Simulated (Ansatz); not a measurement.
## A series in volume scale on CoO

Results calculated with Ansatz 0.2.0, not measured. Periodic Kohn-Sham DFT of a crystal at fixed atoms, scaled to volume_scale times the given cell; pressure positive in compression, energy less spherical unpolarised free atoms, largest_vzz the field gradient of largest size among the nuclei.

The cell before it is scaled or strained (space group Fm-3m, No. 225):
```
CoO
1.0
      0.0000     2.1315     2.1315
      2.1315     0.0000     2.1315
      2.1315     2.1315     0.0000
Co O
1 1
Direct
  0.00000 0.00000 0.00000
  0.50000 0.50000 0.50000
```

Settings of every row: method frozen-core PAW; functional PBE; relativity scalar; k mesh 16x16x16; filling fermi-dirac; smearing width 0.05 eV; wave cutoff 420 eV; paw set soft_2.

Atom:
| element | start moment (bohr magneton) |
| --- | --- |
| Co | 2 |
| O | 0 |

Limits: semilocal functional can close the gap of open d or f salts; with one magnetic atom in the cell only parallel moments are possible.

| row | volume scale | V (Å³/atom) | cell moment (bohr magneton) | pressure (GPa) |
| --- | --- | --- | --- | --- |
| 1 | 0.94 | 9.103 | ? | ? |
| 2 | 0.96 | 9.297 | 2.809 | 5.066 |
| 3 | 0.98 | 9.49 | 2.888 | 1.604 |
| 4 | 0.99 | 9.587 | 2.917 | -0.09 |
| 5 | 1 | 9.684 | 2.939 | -1.748 |
| 6 | 1.01 | 9.781 | 2.956 | -3.369 |
| 7 | 1.02 | 9.878 | 2.969 | -4.941 |
| 8 | 1.04 | 10.071 | 2.984 | -7.907 |
| 9 | 1.06 | 10.265 | 2.992 | -10.617 |

Question: what cell moment and pressure should row 1 give?

Worked fit of cell moment. Take t = volume scale − 1. The shown rows have t = -0.04, -0.02, -0.01, 0, 0.01, 0.02, 0.04, 0.06. Least squares give cell moment = 2.9373 + 2.202 × t − 22.59 × t² bohr magneton; a straight line predicts inner rows, each left out in turn, worse (root mean square 0.017 against 0.0046 bohr magneton). The rows lie off it by -0.004, 0.004, 0.004, 0.002, -0.001, -0.003, -0.005, 0.004 (root mean square 0.0036 bohr magneton), a smooth pattern that one more power would take up: the form is only approximate. The withheld row has t = -0.06, so the fit gives 2.9373 + 2.202 × (-0.06) − 22.59 × (-0.06)² = 2.724 bohr magneton.

The calculation gave 2.709 bohr magneton. The fit lies 0.015 bohr magneton (5.3 % of the column's range) above it; its largest miss of a shown row is 0.005 bohr magneton. This row lies beyond the range of the fit.

Worked fit of pressure. Take u = (V_r/V)^(2/3) − 1 with V_r = 9.7325 Å³ an atom, which is twice the finite (Eulerian) strain; such expansions in the strain, on which the Birch-Murnaghan equation of state is built, carry the rest volume and the bulk modulus. The shown rows have u = 0.03099, 0.01696, 0.01009, 0.00334, -0.00331, -0.00984, -0.02254, -0.03489. Least squares give pressure = −2.5676 + 243.865 × u + 217.8 × u² − 4521 × u³ GPa; a parabola predicts inner rows, each left out in turn, worse (root mean square 0.041 against 0.0058 GPa). The rows lie off it by 0.002, -0.005, -0.001, 0.003, 0.003, 0.001, -0.005, 0.002 (root mean square 0.0031 GPa), a smooth pattern that one more power would take up: the form is only approximate. The pressure vanishes at u = 0.0105, or V = 9.582 Å³ an atom, and there the bulk modulus at fixed shape and fractions is B = −V dP/dV = (2/3)(1 + u) dP/du = 166 GPa. The withheld row has u = 0.04559, so the fit gives −2.5676 + 243.865 × (0.04559) + 217.8 × (0.04559)² − 4521 × (0.04559)³ = 8.574 GPa.

The calculation gave 8.714 GPa. The fit lies 0.140 GPa (1.6 % of the value, 0.72 % of the column's range) below it; its largest miss of a shown row is 0.005 GPa. This row lies beyond the range of the fit.
